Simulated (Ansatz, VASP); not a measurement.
## One calculation of SbPt, two programs

```
Sb Pt
1.0
     4.14278    0.00000    0.00000
    -2.07139    3.58775    0.00000
     0.00000    0.00000    5.43550
Sb Pt
2 2
Cartesian
  0.0000 2.3918 1.3589
  2.0714 1.1959 4.0766
  0.0000 0.0000 0.0000
  0.0000 0.0000 2.7177
```

Alike in both runs: functional LDA; k mesh 12 × 12 × 8; occupations gaussian, width 0.1 eV; no spin polarisation.

Ansatz relaxed the structure, and its values are those at the end. VASP's run is a single point on that final structure, the one shown.

|  | VASP | Ansatz |
| --- | --- | --- |
| version | VASP 6.6.1 | Ansatz 0.2.0 |
| potentials or method | VASP PAW LDA potentials, release 64 (Sb, Pt) | scalar-relativistic, plane waves, PAW |
| plane-wave cutoff (eV) | 520 | 420 |
| valence electrons in the cell | 30 | 66 |

Ansatz gave:

| Item | Value |
| --- | --- |
| gap on the k mesh at the Fermi level (eV) | none |
| pressure (GPa) | 0.0 |

Problem. What did VASP give for the same quantities?

Solution. gap on the k mesh at the Fermi level (eV): none; pressure (GPa): 0.3.

A gap of «none» marks a metal or a gap that the smearing closes. The two sets of potentials don't hold the same shells in valence.

The runs have no spin-orbit coupling, so splittings on Pt, Sb are missing.
